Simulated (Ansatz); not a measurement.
# Notes on SiC

```
CELL_PARAMETERS angstrom
-2.33736 4.37151 2.23887
2.25489 -0.03747 2.23133
2.21493 2.12329 0.00249
ATOMIC_POSITIONS crystal
Si 0.00325 0.00714 0.01024
Si 0.50835 0.49798 0.99545
C 0.12780 0.38461 0.25718
C 0.61751 0.87947 0.23618
```

Method: PBE, no spin polarisation; PAW, plane waves to 420 eV, 4×7×7 (shifted by 0.5, 0.5, 0 steps) mesh, fermi-dirac occupations (width 0.0356 eV) (Ansatz 0.2.0), atoms fixed.

**Charges.** Bader charges in e: Si +2.67 to +2.73, C -2.70. In the mean Si gives up most and C takes most.
**Electronic structure.** The gap on the k mesh is 1.57 eV; the mesh may miss the band edges, so the true gap of this level can be smaller.
**Band edges.** Within 0.7 eV of the edges, the states project mainly on C p (83 %) and Si p (13 %) below the gap and on Si p (50 %) and C s (25 %) above it.
**Formation energy.** -0.15 eV an atom against the elements' usual phases (free molecules for gases, crystals otherwise, with no correction for O₂ or N₂), so it is bound against them; other compounds may still compete. Relaxing would lower it.
**Forces.** The largest is on C4: 1.70 eV/Å, components (-0.24, 1.57, 0.60). It makes 127° with the line to a nearest neighbour, Si2 at 1.86 Å.
**Stress.** The pressure is -6.6 GPa (compression positive), so with the atoms held at these fractions the cell would first shrink; the forces are large, so a full relaxation may end otherwise. The principal stresses -16.5, -7.4, 4.2 GPa differ, so its shape would change too.

Origin: a strained cell with displaced atoms, so it need not be a known compound. Caveats: an odd or shifted mesh can miss the band edges, so this level's true gap may be smaller; atoms or cell far from equilibrium.
